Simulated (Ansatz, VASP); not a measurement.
**One calculation of LiCl, two programs**

```
CELL_PARAMETERS angstrom
0.00000 2.78622 2.17325
2.78622 0.00000 2.17325
2.78622 2.78622 0.00000
ATOMIC_POSITIONS crystal
Li 0.00000 0.00000 0.00000
Cl 0.50000 0.50000 0.50000
```

Alike in both runs: task single point; functional PBE; k mesh 8 × 8 × 8; occupations gaussian, width 0.05 eV; no spin polarisation.

|  | VASP | Ansatz |
| --- | --- | --- |
| version | VASP 6.6.1 | Ansatz 0.2.0 |
| potentials or method | VASP PAW PBE potentials, release 64 (Li_sv, Cl) | scalar-relativistic, plane waves, PAW |
| plane-wave cutoff (eV) | 520 | 420 |
| valence electrons in the cell | 10 | 10 |

```csv
,VASP,Ansatz,Ansatz less VASP
gap on the k mesh at the Fermi level (eV),6.13,6.12,-0.010
least direct gap on the mesh (eV),6.13,6.12,-0.010
```

With one functional, cell and mesh, what is left measures potentials, basis and numerics.

 PBE gaps usually lie below the measured ones, often by a third to a half. A k mesh can miss the band edges.
